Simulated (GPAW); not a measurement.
TiTe2:

```
Te Ti
1.0
     3.77700    0.00000    0.00000
    -1.88850    3.27098    0.00000
     0.00000    0.00000    6.49800
Te Ti
2 1
Direct
  0.33333 0.66667 0.73720
  0.66667 0.33333 0.26280
  0.00000 0.00000 0.00000
```

| Property | Result |
| --- | --- |
| Program | GPAW 26.7.0 |
| Task | relaxation of cell and atoms |
| Functional | PBEsol |
| Dispersion | D4 |
| Potentials or basis | PAW data sets generated in the run's folder for this functional |
| Cutoff | 600 eV |
| Basis | pw |
| k mesh | 7 × 7 × 4 |
| Occupations | fermi-dirac, width 0.05 eV |
| Spin | no spin polarisation |

At the start: pressure -4.0 GPa; volume 26.76 Å³/atom.

Q: Where does the relaxation end?

A: Over 9 steps the energy falls by 27.1 meV/atom and the volume is 24.34 Å³/atom (-9.0 %); space group P-3m1 (No. 164, to 0.05 Å).

Step by step:
```tsv
step	energy change (eV)	largest force (eV/Å)	pressure (GPa)	volume (Å³)
1	0.0000	0.1531	-3.99	80.28
2	-0.0171	0.0548	-3.37	79.52
3	-0.0524	0.4066	-0.13	75.90
4	-0.0563	0.3772	-0.15	75.71
5	-0.0777	0.0016	0.14	72.72
6	-0.0787	0.0136	-0.05	73.09
7	-0.0791	0.0155	-0.09	73.15
8	-0.0812	0.0167	-0.19	73.24
9	-0.0814	0.0078	-0.11	73.03
```

Final structure:
```xyz
3
Lattice="3.6688 0.0000 0.0000 -1.8344 3.1773 0.0000 0.0000 0.0000 6.2654" Properties=species:S:1:pos:R:3 pbc="T T T"
Te    0.0000    2.1182    4.5513
Te    1.8344    1.0591    1.7141
Ti    0.0000    0.0000    0.0000
```

Caveat: later steps reuse the first step's grids.
